The LDA row looks wrong. LDA binds solids too tightly and should make aluminium nitride clearly stiffer than the gradient-corrected functionals do. Yet its 200.9 GPa, from CONQUEST, is matched by PBEsol in Ansatz, and it lies only 9 GPa above PBE in the same program. The functional does act here in the expected way, but the step it makes is a small difference of two large effects, and a slightly irregular energy curve is enough to spoil it.

Kohn-Sham DFT of wurtzite AlN (space group P6_3mc), without spin polarization and with Fermi-Dirac smearing of 0.05 eV. Each bulk modulus is from a fit to static-lattice energies at seven volumes, with the cell shape fixed, and is taken at that run's own minimum. Under basis, energies are plane-wave cutoffs and DZP is a set of local orbitals.

| method | rung | program | potentials | basis | k mesh | bulk modulus (GPa) |
| --- | --- | --- | --- | --- | --- | --- |
| LDA | LDA | CONQUEST | PseudoDojo NC LDA | DZP | 9x6x5 8-atom cell | 200.90 |
| BEEF-vdW | GGA | GPAW | GPAW PAW data sets (gpaw data 1.2.1) | 800 eV | 7x7x4 4-atom cell | 188.70 |
| PBE | GGA | CONQUEST | PseudoDojo NC PBE | DZP | 9x6x5 8-atom cell | 192.00 |
| PBE | GGA | GPAW | GPAW PAW data sets (gpaw data 1.2.1) | 800 eV | 10x10x6 4-atom cell | 193.60 |
| PBE | GGA | Quantum ESPRESSO | SSSP 1.3 efficiency PBE | 816 eV | 10x10x6 4-atom cell | 195.00 |
| PBEsol | GGA | CONQUEST | PseudoDojo NC PBEsol | DZP | 9x6x5 8-atom cell | 197.40 |
| PBEsol | GGA | Ansatz | Ansatz PAW | 420 eV | 10x10x6 4-atom cell | 201.00 |

**Why the functional changes the stiffness**

Compared with LDA, PBE lowers the energy of uneven electron densities. Pulling the atoms apart makes the density between them more uneven, so PBE rewards expansion and acts like an extra outward pressure on the crystal. The crystal settles at a larger volume, where the Al–N bonds are longer and resist compression less. This is the familiar half of the story, and it makes PBE the softer functional.

The other half works against it. The extra pressure fades as the crystal expands, because the energy difference between two functionals must level off once the atoms are far apart. Seen from the other side, it grows when the crystal is squeezed, and so it helps to resist the squeeze. At one and the same volume PBE should therefore be stiffer than LDA.

The calculated energies show just that. With all three functionals held at 10.45 Å³ per atom in CONQUEST, the modulus is 189 GPa for LDA, 203 GPa for PBEsol and 208 GPa for PBE. At each functional's own minimum the order is the opposite. LDA thus owes its high modulus to its small volume, and not to a stiffer response of the bonds at a given length.

**How large the step is**

Let $q$ be the extra pressure of PBE over the other functional, falling with volume as $V^{-n}$, and let $B'$ be the rate at which the PBE modulus rises with pressure. At the LDA minimum the PBE crystal is under the pressure $q$, so its modulus has risen by $B'q$. Taking the extra pressure away again, to return to LDA, removes its own resistance to squeezing, which is $nq$. What remains is

$$B_\mathrm{LDA}-B_\mathrm{PBE}\approx (B'-n)\,q .$$

For CONQUEST this gives $(3.19-2.17)\times 9.41\ \mathrm{GPa}\approx 9.6$ GPa, against 8.9 GPa in the table. The volume effect alone would have given 30 GPa, so two thirds of it is cancelled. The formula also yields a rule for similar comparisons: the functional with the larger volume comes out softer as long as $B'$ exceeds $n$.

Here $q$ and $n$ were read from the CONQUEST pressure curves, with no constant adjusted to the moduli, so the agreement within CONQUEST is mainly a check of consistency. A harder test is to start from PBE in another program and predict PBEsol in Ansatz, of which only the equilibrium volume was used. Quantum ESPRESSO leads to 203 GPa and GPAW to 202 GPa, where Ansatz computes 201 GPa. The printed analysis after this text gives these comparisons in full.

**What is wrong with the LDA row**

Because the step depends on $B'-n$, an error in $B'$ is magnified. CONQUEST gives $B'$ near 3.2 for PBE, while GPAW and Quantum ESPRESSO give about 4 for the same functional. With the Quantum ESPRESSO value, the difference $B'-n$ rises from about 1.0 to 1.8. LDA would then lie roughly 17 GPa above PBE, nearly twice the step in the table; this is an estimate that no LDA run in a second program tests.

A second reading of the same runs confirms that the CONQUEST moduli are less certain than their digits suggest. Taken from the slope of the pressure near the minimum, the moduli are 196 GPa for LDA, 197 GPa for PBEsol and 194 GPa for PBE. The order of LDA and PBEsol is lost, and the step from PBE to LDA shrinks to about 2 GPa, so the agreement of the formula with the tabulated step holds for the fitted moduli only. For Quantum ESPRESSO the same procedure returns the tabulated value to within a few tenths of a GPa. Compared with the Quantum ESPRESSO curve, the CONQUEST pressures drop too abruptly between the two smallest volumes, and from there on the drops shrink too slowly, which keeps $B'$ low. Both faults look much the same for all three functionals, so the difference $q$ remains smooth. The compact local basis or the integration grid may be responsible, but these runs don't separate the two.

**BEEF-vdW is a simpler case**

In GPAW, BEEF-vdW lies 4.9 GPa below PBE. At a common volume the two are equally stiff to within about 1 GPa, so here the larger equilibrium volume accounts for nearly the whole step. In the terms of the formula, the extra pressure of BEEF-vdW over PBE changes little with volume, so little of the volume effect is cancelled. BEEF-vdW, which adds non-local correlation to the gradient terms of a GGA, was run on a coarser k mesh, so the remaining difference of 1 GPa should not be interpreted.

**What to choose**

If the modulus is needed to 10 %, the choice among these rows hardly matters, since all seven lie within about 6 % of one another; an error shared by all of them would not show in this spread. For a given change of volume, the hydrostatic stress is proportional to the modulus and carries the same relative uncertainty. At this accuracy the choice among PBE, PBEsol and BEEF-vdW deserves little effort. LDA is less safe: if the larger step estimated above is right, it would lie more than 10 % above BEEF-vdW.

If a few GPa matter, the program has to be considered as well as the functional. PBE varies by 3.0 GPa over three programs and PBEsol by 3.6 GPa over two, while the step from PBE to PBEsol in CONQUEST is 5.4 GPa. Trends should therefore be computed with one program, one family of potentials and one mesh, and with volumes spread in the same way about each functional's own minimum. Here the CONQUEST runs shared one set of volumes, so the LDA minimum lies nearer the compressed end, where the curve is irregular. A modulus taken from one program and functional should not be compared with one from another to decide which functional is stiffer.

PBEsol is a sensible default for an absolute value, because it usually gives better volumes of solids than LDA, which makes them too small, or PBE, which makes them too large. With a given functional, an error in the volume carries over into the modulus. When the result is compared with a measurement, it should be remembered that these are static crystals of fixed shape. Zero-point motion and temperature expand the real crystal and soften it somewhat.

The change of functional is cheap. LDA, PBE and PBEsol need almost the same work per run, and a new modulus costs another curve of seven volumes. A denser mesh costs more: going from 7×7×4 to 10×10×6 raises the number of k points from 196 to 600, and the work about threefold before symmetry is used. Before paying for that, look at $B'$ and at the pressures along the curve. They come with the runs already made, and here they mark all three CONQUEST rows as less certain, not only LDA.

Printed output of the fit:

```
Own minimum against common volume:
       row  B at own minimum in GPa  volume at minimum in A^3 per atom  pressure derivative of B  B at 10.45 A^3 per atom in GPa
       LDA                    200.9                              10.31                     3.069                           188.6
  BEEF-vdW                    188.7                              10.79                     4.291                           216.5
       PBE                      192                              10.79                     3.194                           208.4
       PBE                    193.6                              10.72                     4.091                           215.6
       PBE                      195                              10.66                     3.946                           211.7
    PBEsol                    197.4                              10.61                     3.162                           202.9
    PBEsol                      201                              10.46                      3.87                           202.6
Spread of all seven moduli in percent of their mean: 6.291
PBE spread over three programs (GPa): 3
PBEsol difference Ansatz less CONQUEST (GPa): 3.6
CONQUEST step LDA less PBE (GPa): 8.9
CONQUEST step LDA less PBEsol (GPa): 3.5
CONQUEST step PBEsol less PBE (GPa): 5.4
GPAW step BEEF-vdW less PBE (GPa): -4.9
Same step expected from sliding along the GPAW PBE curve to the BEEF-vdW volume (GPa): -4.673
Extra pressure q of PBE over LDA at the CONQUEST LDA minimum (GPa): 9.412
Exponent n of its fall with volume: 2.169
Extra pressure q of PBE over PBEsol at the CONQUEST PBEsol minimum (GPa): 3.311
Exponent n of its fall with volume for PBEsol: 1.591
Slide alone would give LDA less PBE in CONQUEST (GPa): 30.06
Model step LDA less PBE in CONQUEST (GPa): 9.644
Model step PBEsol less PBE in CONQUEST (GPa): 5.307
PBEsol modulus predicted from Quantum ESPRESSO PBE to compare with Ansatz (GPa): 203
PBEsol modulus predicted from GPAW PBE to compare with Ansatz (GPa): 202.1
Untested estimate of LDA less PBE on the Quantum ESPRESSO curve (GPa): 17.17
Modulus from pressures near the minimum for CONQUEST LDA (GPa): 195.8
Modulus from pressures near the minimum for CONQUEST PBEsol (GPa): 196.7
Modulus from pressures near the minimum for CONQUEST PBE (GPa): 194
Modulus from pressures near the minimum for Quantum ESPRESSO PBE (GPa): 195.2
```
